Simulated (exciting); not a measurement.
Input of an exciting (release sodium) run:

Contents of input.xml:

```xml
<input>
  <title>PbS</title>
  <structure speciespath="./" tshift="false">
    <crystal scale="1">
      <basevect>0.000000000000 5.604455254109 5.604455254109</basevect>
      <basevect>5.604455254109 0.000000000000 5.604455254109</basevect>
      <basevect>5.604455254109 5.604455254109 0.000000000000</basevect>
    </crystal>
    <species speciesfile="Pb.xml" rmt="2.3">
      <atom coord="0.000000000000 0.000000000000 0.000000000000"/>
    </species>
    <species speciesfile="S.xml" rmt="1.9">
      <atom coord="0.500000000000 0.500000000000 0.500000000000"/>
    </species>
  </structure>
  <groundstate do="fromscratch" ngridk="8 8 8" rgkmax="7.5" gmaxvr="14" lmaxapw="10" lmaxmat="10" lmaxvr="8" xctype="GGA_PBE" stype="Fermi Dirac" swidth="0.00183747" nempty="10" ValenceRelativity="iora*" epsengy="1e-05" epspot="1e-05" maxscl="60" tforce="true" outputlevel="normal"/>
</input>
```

Potentials or basis: all-electron LAPW+lo, shipped species files, valence relativity iora*.

The run is started by

```console
$ OMP_NUM_THREADS=1 exciting_smp
```

Problem. Estimate the band gap on the k mesh.

Solution. 0.36 eV, direct.

Caveat: spin-orbit coupling is left out, which as a rule narrows the gap of such compounds by several tenths of an eV. A k mesh can miss the band edges.
